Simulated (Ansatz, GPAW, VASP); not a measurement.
# SrO: programs and potentials compared

```
Sr O
1.0
     0.00000    2.56630    2.56630
     2.56630    0.00000    2.56630
     2.56630    2.56630    0.00000
Sr O
1 1
Direct
  0.50000 0.50000 0.50000
  0.00000 0.00000 0.00000
```

Alike in all runs: task band structure; functional revPBE; k mesh 9 × 9 × 9; occupations fermi-dirac, width 0.05 eV; no spin polarisation; no spin-orbit coupling. Pressure is positive in compression and, in plane waves, holds the error of the finite cutoff.

```csv
program and potentials,plane-wave cutoff (eV),notes,band gap (eV),pressure (GPa)
"GPAW, the program's PAW data sets (release 1.2.1) made for this functional",800,-,3.51,6.09
"VASP, PBE PAW files O, Sr_sv, 520 eV",520,potentials made for PBE,3.41,6.20
"Ansatz, all-electron LAPW, scalar-relativistic",-,-,3.46,5.58
```

The band gap spans 3.41 (VASP, PBE PAW files O, Sr_sv, 520 eV) to 3.51 eV (GPAW, the program's PAW data sets (release 1.2.1) made for this functional), with all-electron results at 3.46. The pressure spans 5.58 (Ansatz, all-electron LAPW, scalar-relativistic) to 6.20 GPa (VASP, PBE PAW files O, Sr_sv, 520 eV), with all-electron results at 5.58.

Differences between rows come from potentials, basis sets and numerical settings, since the functional is the same but for its coding. Runs on potential files found faulty are left out.

The three runs agree closely on the gap, and the all-electron value lies between the two PAW values, so there is no common PAW shift. Pressure separates them more clearly: both PAW runs lie above the all-electron 5.58 GPa. Since the data sets made for revPBE give nearly the same excess as those made for PBE, a mismatch of functional in the potentials is probably not its main source.

The positive pressure in every row means that this cell is smaller than the revPBE equilibrium cell. This fits the functional's stronger gradient enhancement of exchange, which weakens binding and favours larger volumes. The gap separates filled, mainly O 2p states from empty states of largely Sr character, as expected for a strongly ionic oxide. All three values fall well below the known experimental gap, chiefly because a semilocal functional lacks the derivative discontinuity of the exchange-correlation potential. The agreement between programs therefore supports the numerical reproducibility of the revPBE gap, not its accuracy as a quasiparticle gap.
